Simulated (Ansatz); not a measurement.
Crystal: Pr, fcc type, 1 atom in the cell.

Level of theory: PBE, plane waves, PAW datasets (generated soft set 1) in Ansatz.

Cutoff 420 eV; k-mesh 41×41×41 Γ-centred; Fermi–Dirac smearing of 0.0612 eV; no spin polarisation; no spin–orbit coupling.

| V (Å³/atom) | a (Å) | E − E(min) (meV/atom) | P (GPa) |
| --- | --- | --- | --- |
| 22.651 | 4.4914 | 12.10 | 2.84 |
| 23.133 | 4.5231 | 5.17 | 1.79 |
| 23.615 | 4.5543 | 1.24 | 0.84 |
| 24.097 | 4.5850 | 0.00 | 0.00 |
| 24.579 | 4.6154 | 1.15 | -0.75 |

**Question.** Fit a third-order Birch–Murnaghan equation of state to the energies.

**Answer.** V₀ = 24.097 Å³/atom (a₀ = 4.585 Å), B₀ = 39.8 GPa, B₀′ = 4.63.

The published all-electron PBE values for this crystal (mean of FLEUR and WIEN2k, k-spacing 0.06 Å⁻¹; Bosoni et al., Nat. Rev. Phys. 6, 45 (2024)) are V₀ = 24.094 Å³/atom, B₀ = 40.2 GPa, B₀′ = 4.61.

The stress includes the program's correction for the finite plane-wave basis.

This cubic structure is a model: it isn't the usual form of the substance at ambient conditions, and such phases are metastable or hypothetical. The open f shell is treated without spin here, so this is a model state and not the ground state.
